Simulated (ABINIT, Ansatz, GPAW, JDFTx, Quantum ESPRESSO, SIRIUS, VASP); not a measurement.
**HfC: 7 runs at one level of theory**

```
Hf C
1.0
     0.00000    2.32500    2.32500
     2.32500    0.00000    2.32500
     2.32500    2.32500    0.00000
Hf C
1 1
Direct
  0.50000 0.50000 0.50000
  0.00000 0.00000 0.00000
```

Alike in all runs: task single point; functional PBEsol; k mesh 10 × 10 × 10; occupations fermi-dirac, width 0.05 eV; no spin polarisation; no spin-orbit coupling. Pressure is positive in compression and, in plane waves, holds the error of the finite cutoff.

```tsv
program and potentials	plane-wave cutoff (eV)	notes	band gap (eV)	pressure (GPa)
GPAW, PAW data sets generated for this functional	800	8 valence electrons an atom on average	no gap	-5.31
ABINIT, PseudoDojo NC SR PBEsol v0.4.1 standard	1116	8 valence electrons an atom on average	no gap	-6.22
VASP, PBE PAW files C, Hf_pv, 520 eV	520	potentials made for PBE; 7 valence electrons an atom on average	no gap	-6.96
Ansatz, all-electron LAPW, scalar-relativistic	-	-	?	?
Quantum ESPRESSO, GBRV 1.5 PBEsol	612	8 valence electrons an atom on average	no gap	-6.29
SIRIUS, PseudoDojo 0.4.1 PBEsol standard (scalar relativistic)	1127	8 valence electrons an atom on average	no gap	-6.22
JDFTx, PseudoDojo-SR-PBEsol-0.4.1-standard with smoothed tails	1116	8 valence electrons an atom on average	no gap	-6.21
```

Task: Estimate from the other rows what the run with Ansatz, all-electron LAPW, scalar-relativistic gave.

Result: No band gap; pressure -6.48 GPa. The other rows, which needn't bracket it: pressure -6.96 to -5.31.
